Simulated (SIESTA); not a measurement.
**Ag under changes of volume**

One of the cells (18.154 Å³/atom); the others are scaled copies at fixed shape and fractional positions:

```
Ag
1.0
    -1.65565    1.65565    1.65565
     1.65565   -1.65565    1.65565
     1.65565    1.65565   -1.65565
Ag
1
Direct
  0.00000 0.00000 0.00000
```

This isn't the form of Ag at room conditions, which is fcc.

| Item | Value |
| --- | --- |
| Program | SIESTA 5.4.2 |
| Functional | LDA |
| Potentials or basis | PseudoDojo 0.4 standard (LDA files) |
| Basis | DZP (energy shift 0.003 Ry; two zetas on semicore shells) |
| Grid cutoff | 800 Ry |
| Energy shift | 0.003 Ry |
| k mesh | 11 × 11 × 11 |
| Occupations | fermi-dirac, width 0.05 eV |
| Spin | no spin polarisation |

| volume (Å³/atom) | energy over the lowest point (meV/atom) | pressure (GPa) |
| --- | --- | --- |
| 17.065 | 0.00 | -6.4 |
| 17.428 | ? | ? |
| 17.791 | 37.63 | -10.1 |
| 18.154 | 62.29 | -11.6 |
| 18.517 | 90.03 | -12.9 |
| 18.880 | 120.57 | -14.0 |
| 19.243 | 153.30 | -14.9 |

What does the run at 17.428 Å³/atom give?

Energy over the lowest point 16.71 meV/atom; pressure -8.4 GPa.

Worked out: A Birch-Murnaghan fit of order 3 (a polynomial in V^(-2/3)) to the other rows has no minimum within the range. It gives 16.67 meV/atom at 17.428 Å³/atom, against the run's 16.71, and -dE/dV = -8.4 GPa, against -8.4.

Energies are extrapolated to zero smearing.

Caveats: short orbitals over semicore shells can move pressures by several GPa; the basis of atomic orbitals isn't converged, which shifts pressures, moduli and gaps.
